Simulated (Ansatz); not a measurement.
# From three elastic constants to directional properties of W

All numbers below come from DFT PBE, scalar-relativistic, plane waves, PAW in Ansatz 0.2.0. Settings: 420 eV plane-wave cutoff, Γ-centred 20×20×20 mesh, Fermi-Dirac smearing of 0.15 eV. No spin polarisation.

Equilibrium structure at this level:
```
W
1.0
    -1.59189    1.59189    1.59189
     1.59189   -1.59189    1.59189
     1.59189    1.59189   -1.59189
W
1
Direct
  0.00000 0.00000 0.00000
```

In a metal, frequencies and elastic constants depend on the k mesh and the smearing, soft modes and shear constants most. Spin–orbit coupling is left out, which can shift energies with elements as heavy as these.

With ions relaxed, on the cubic axes: C11 = 515.7, C12 = 196.4, C44 = 143.7 GPa. The density is 18.919 g/cm³. Zone-centre modes weren't checked beside this run.

Q: Is the crystal stable against strain, and how anisotropic is it?

A: Born's conditions hold: C11 + 2C12 = 908.5, C11 − C12 = 319.3 and C44 = 143.7 GPa are all positive. B = (C11 + 2C12)/3 = 302.8 GPa. The two shear moduli are C44 and C′ = (C11 − C12)/2 = 159.6 GPa, so Zener's ratio is A = C44/C′ = 0.90: nearly isotropic. The Cauchy pressure C12 − C44 is 52.7 GPa; it would vanish for pair forces between atoms on inversion centres at zero pressure, and a positive value is usual with metallic or many-body binding.

Q: Give the sound speeds along the three symmetry directions.

A: The Christoffel equation gives ρv² for each branch:
```csv
direction,branch,ρv²,GPa,v (m/s)
[100],L,C11,515.7,5221
[100],T (×2),C44,143.7,2756
[110],L,(C11 + C12 + 2C44)/2,499.8,5140
[110],"T, u ∥ [001]",C44,143.7,2756
[110],"T, u ∥ [1-10]",(C11 − C12)/2,159.6,2905
[111],L,(C11 + 2C12 + 4C44)/3,494.5,5112
[111],T (×2),(C11 − C12 + C44)/3,154.3,2856
```

Q: How does Young's modulus depend on direction?

A: Inverting gives S11 = 2.455, S12 = -0.677, S44 = 6.957 TPa⁻¹. Along a unit vector (l, m, n), 1/E = S11 − 2(S11 − S12 − S44/2)(l²m² + m²n² + n²l²), where the last bracket is 0, 1/4 and 1/3 for [100], [110] and [111]: E = 407, 380 and 372 GPa. With A < 1 the cube edge is stiffest. For a film on (001), the biaxial modulus is C11 + C12 − 2C12²/C11 = 562 GPa and the normal strain is −2C12/C11 = -0.76 times the in-plane one.

Cost: 1 run of about 1.5 core-minutes, on AMD EPYC (Zen 3) (shared hosts).

Tungsten comes out stiff against both compression and shear, as expected for a group 6 metal. Its roughly half-filled d band occupies mainly bonding states and leaves the antibonding ones largely empty, with the Fermi level in the pseudogap of the bcc density of states. This filling also favours bcc over fcc strongly, which helps explain the large C′ of 159.6 GPa, the resistance to tetragonal shear.

The near-isotropy is a close balance between two distinct shear responses, not a consequence of cubic symmetry. Real tungsten is even closer to isotropic than the computed ratio of 0.90, and the discrepancy lies mainly in C44, which is too soft. PBE is the probable cause, partly through its slightly expanded lattice, which also makes the density too low. The preference for a stiff cube edge, and the splitting of the [110] shear waves, are therefore probably exaggerated. Positive elastic constants establish stability only against small homogeneous strains, not against phonons of finite wavevector.
